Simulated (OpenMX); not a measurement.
## TePt under changes of volume

One of the cells (22.651 Å³/atom); the others are scaled copies at fixed shape and fractional positions:

```xyz
4
Lattice="1.9816 1.1441 6.6610 -1.9816 1.1441 6.6610 0.0000 -2.2881 6.6610" Properties=species:S:1:pos:R:3 pbc="T T T"
Pt    0.0000    0.0000    2.5911
Pt    0.0000    0.0000   17.3920
Te    0.0000    0.0000    8.0332
Te    0.0000    0.0000   11.9499
```

| Item | Value |
| --- | --- |
| Program | OpenMX 3.8.5 |
| Functional | LDA |
| Potentials or basis | OpenMX 2013 LDA set, Pt7.0-s3p2d2f1, Te7.0-s3p2d2f1, fixed grid of 45 × 45 × 45 points |
| k mesh | 9 × 9 × 9 |
| Occupations | fermi-dirac, width 0.05 eV |
| Spin | no spin polarisation |

```csv
volume (Å³/atom),energy over the lowest point (meV/atom),largest force (eV/Å)
21.292,?,?
21.745,17.70,0.906
22.198,4.44,0.699
22.651,0.00,0.669
23.104,3.53,0.629
23.557,13.98,0.590
24.010,30.36,0.555
```

Question: What does the run at 21.292 Å³/atom give?

Answer: Energy over the lowest point 40.84 meV/atom; largest force 1.250 eV/Å.

Worked out: A Birch-Murnaghan fit of order 3 (a polynomial in V^(-2/3)) to the other rows has its minimum at 22.67 Å³/atom with B0 = V·E''(V) = 138 GPa and B' = 5.6 at fixed shape and positions, which overstates the stiffness. It gives 41.25 meV/atom at 21.292 Å³/atom, against the run's 40.84.

Energies are extrapolated to zero smearing.

Caveats: the basis has few d functions beyond the semicore shells, which can make volumes several per cent too large; the basis of atomic orbitals isn't converged, which shifts pressures, moduli and gaps; forces of over 1 eV/Å show positions far from the minimum, so gaps and moduli don't describe the material at rest (some runs).
